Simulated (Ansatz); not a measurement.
Calculated with Ansatz (gas phase, PBE0-D4/def2-TZVP geometries, no zero-point term in ΔE). CCSD(T)/CBS adds triple-zeta CCSD(T) − MP2 to the extrapolated MP2 energy (def2 sets, frozen cores). Functionals use def2-TZVPP. B3LYP here is the variant with VWN-RPA as its local correlation; programs differ in this. For Zn outer-core shells are correlated without core-valence functions, which leaves a few kJ/mol of doubt a bond. Scalar relativity is left out up to krypton. Each species was taken in one conformer, which may not be the lowest.

Consider the substitution at a C–Zn bond: `CO[CH2][ZnH]` + acetic acid → `COCOC(C)=O` + `[ZnH2]`.

Is it downhill or uphill in electronic energy at CCSD(T)/CBS, and by how much? (Estimate.)

Ansatz gave: Uphill: ΔE = +21.3 kJ/mol.

What do these levels give: B3LYP-D4, B3LYP, HF/def2-TZVPP, CCSD(T)/def2-TZVPP, MP2/def2-QZVPP, SCS-MP2/def2-QZVPP? (Best estimate.)

Computed: B3LYP-D4 14.9, B3LYP 22.0, HF/def2-TZVPP 3.8, CCSD(T)/def2-TZVPP 15.4, MP2/def2-QZVPP 27.3, SCS-MP2/def2-QZVPP 22.9 kJ/mol.

Largest T1 diagnostic among the species: 0.016.

In def2-TZVPP, CCSD(T) changes the Hartree–Fock value by +11.6 kJ/mol (the triples alone add −0.8 kJ/mol) and MP2 by +19.9 kJ/mol. The D4 term adds −7.1 kJ/mol with B3LYP and −4.3 kJ/mol with PBE0; it sums over pairs of atoms, weighted by their polarisabilities, and B3LYP, whose exchange is more repulsive, gets the larger term. From PBE to PBE0 (25 % exact exchange), in def2-TZVPP and without D4, ΔE moves by −3.4 kJ/mol.
